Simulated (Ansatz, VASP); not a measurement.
**Two plane-wave programs on KF (Carobbiite)**

```
CELL_PARAMETERS angstrom
0.00000 2.70937 2.70937
2.70937 0.00000 2.70937
2.70937 2.70937 0.00000
ATOMIC_POSITIONS crystal
K 0.00000 0.00000 0.00000
F 0.50000 0.50000 0.50000
```

Alike in both runs: task relaxation of cell and atoms; functional PBE; dispersion D3(BJ); k mesh 8 × 8 × 8; occupations gaussian, width 0.02 eV; no spin polarisation.

|  | VASP | Ansatz |
| --- | --- | --- |
| version | VASP 6.6.1 | Ansatz 0.2.0 |
| potentials or method | VASP PAW PBE potentials, release 64 (K_sv, F) | scalar-relativistic, plane waves, PAW |
| plane-wave cutoff (eV) | 600 | 420 |
| valence electrons in the cell | 16 | 16 |

```csv
,VASP,Ansatz,Ansatz less VASP
"gap on the k mesh at the Fermi level, each at its own relaxed structure (eV)",6.16,6.17,+0.009
relaxed volume (Å³/atom),19.09,19.11,+0.018
relaxed cell length with the largest relative difference (Å),3.780,3.781,+0.0012
energy change over the relaxation (meV/atom),-3,-3,+0.1
```

A k mesh can miss the band edges.
